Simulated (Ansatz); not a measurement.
# As: pressure up to the limit of the methods

The task here is to estimate one member of a computed series from the others.

Method: DFT, PBE, PAW with Ansatz's default frozen-core files, scalar-relativistic, in Ansatz 0.2.0.

1 further run of the same task is left out (set aside as unsound or not needed).

## The starting structure

The structure is cubic, space group Pm-3m (No. 221). Conventional cell: a = 2.738 Å, b = 2.738 Å, c = 2.738 Å, α = 90.00°, β = 90.00°, γ = 90.00°. Around As (site symmetry m-3m) lie 6 As at 2.74 Å.

Coordinates:

```
As
1.0
     2.73774    0.00000    0.00000
     0.00000    2.73774    0.00000
     0.00000    0.00000    2.73774
As
1
Direct
  0.00000 0.00000 0.00000
```

Whether this phase is the stable one at these pressures isn't tested.

Set-up of the first run:

input.yaml reads:

```yaml
crystal:
  lattice:
    - [2.7377415812, 0.0, 0.0]
    - [0.0, 2.7377415812, 0.0]
    - [0.0, 0.0, 2.7377415812]
  atoms:
    - { symbol: As, position: [0.0, 0.0, 0.0] }
kpoints:
  mp_grid: { grid: [15, 15, 15] }
scf:
  occupations: { method: fermi_dirac, width: 0.08 }
hamiltonian:
  xc: pbe
  pseudopotentials: { kind: paw }
output:
  forces: true
  stress: true
  write_density: true
  write_potential: true
  elf: true
  volumetric_format: npy
relax:
  f_tol: 0.005
  max_steps: 40
  cell: {}
```

The run is started by

```
> ansatz run input.yaml --threads 1 --pin off --max-ram 2048MiB --backend cpu --events-out ev --progress --plain --runs-dir out
```

Among the steps run: Cell relaxed at zero pressure, PAW; Volume scaled by 1, PAW; Volume scaled by 0.88, PAW; Volume scaled by 0.78, PAW; Volume scaled by 0.68, PAW; Volume scaled by 0.68, PAW (cutoff 600 eV); Volume scaled by 0.58, PAW; Volume scaled by 0.5, PAW; Volume scaled by 0.43, PAW; Volume scaled by 0.43, PAW (cutoff 1000 eV).

One of the session's tables, all rows but one given; the rest of the session is left out.

```
              method  volume over the first  volume (Å³/atom)  pressure (GPa)
                 PAW                      1            20.326           -0.01
                 PAW                   0.88            17.887           13.32
                 PAW                   0.78            15.855           34.17
                 PAW                   0.68            13.822           70.44
                 PAW                   0.58            11.789          140.62
                 PAW                    0.5            10.163          249.13
                 PAW                   0.43             8.740          420.86
PAW (cutoff 1000 eV)                   0.43                 ?               ?
 PAW (cutoff 600 eV)                   0.68            13.822           70.43
```

Estimate the missing values for PAW (cutoff 1000 eV), 0.43.

The run gave: volume (Å³/atom): 8.740; pressure (GPa): 420.74.
